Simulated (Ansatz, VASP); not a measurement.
**One calculation of MgS, two programs**

Contents of INCAR:

```
SYSTEM = MgS
PREC = Accurate
ENCUT = 520
EDIFF = 1E-7
ISMEAR = 0
SIGMA = 0.01
LREAL = .False.
LASPH = .True.
NELM = 60
ALGO = Normal
ISIF = 2
LWAVE = .False.
LCHARG = .False.
NBANDS = 11
```

File KPOINTS:

```
Automatic mesh
0
Gamma
  8 8 8
  0 0 0
```

File POSCAR:

```
MgS
1.0
    2.5033509844      2.5033509844      0.0000000000
   -2.5033509844      2.5033509844      0.0000000000
    0.0000000000      2.5033509844      2.5033509844
Mg S
1 1
Direct
    0.0000000000      0.0000000000      0.0000000000
    0.5000000000      0.5000000000      0.0000000000
```

Input for Ansatz:

```yaml
crystal:
  lattice:
    - [2.50335098444, 2.50335098444, 0.0]
    - [-2.50335098444, 2.50335098444, 0.0]
    - [0.0, 2.50335098444, 2.50335098444]
  atoms:
    - { symbol: Mg, position: [0.0, 0.0, 0.0] }
    - { symbol: S, position: [0.5, 0.5, 0.0] }
kpoints:
  mp_grid: { grid: [8, 8, 8] }
scf:
  occupations: { method: fixed }
  convergence: { dr2_threshold: 1.0e-10 }
hamiltonian:
  xc: lda
  pseudopotentials: { kind: all_electron, lapw: { basis_error: 0.0005 } }
output:
  forces: true
  stress: true
  eigenstates:
    kpoints:
      - [0.0, 0.0, 0.0]
      - [-0.5, 0.5, 0.0]
      - [-0.5, -0.5, -0.5]
      - [0.0, 0.0, -0.5]
      - [0.0, -0.5, -0.5]
      - [0.0, 0.5, 0.0]
      - [-0.5, 0.0, 0.0]
      - [-0.5, 0.0, -0.5]
  eigenvalues: true
```

Alike in both runs: task single point; functional LDA; k mesh 8 × 8 × 8; no spin polarisation.

|  | VASP | Ansatz |
| --- | --- | --- |
| version | VASP 6.6.1 | Ansatz 0.2.0 |
| potentials or method | VASP PAW LDA potentials, release 64 (Mg, S) | all-electron LAPW, scalar-relativistic |
| plane-wave cutoff (eV) | 520 | see its input |
| occupations | gaussian, width 0.01 eV | fixed |

VASP gave:

- gap on the k mesh at the Fermi level (eV): 2.80
- pressure (GPa): 6.4

Problem. Estimate Ansatz's values.

Solution. gap on the k mesh at the Fermi level (eV): 2.79; pressure (GPa): 7.0.

Ansatz ran all-electron here, so the differences hold the error of VASP's frozen core and of both bases.

A k mesh can miss the band edges. As with any semilocal functional, this LDA gap is likely too small.
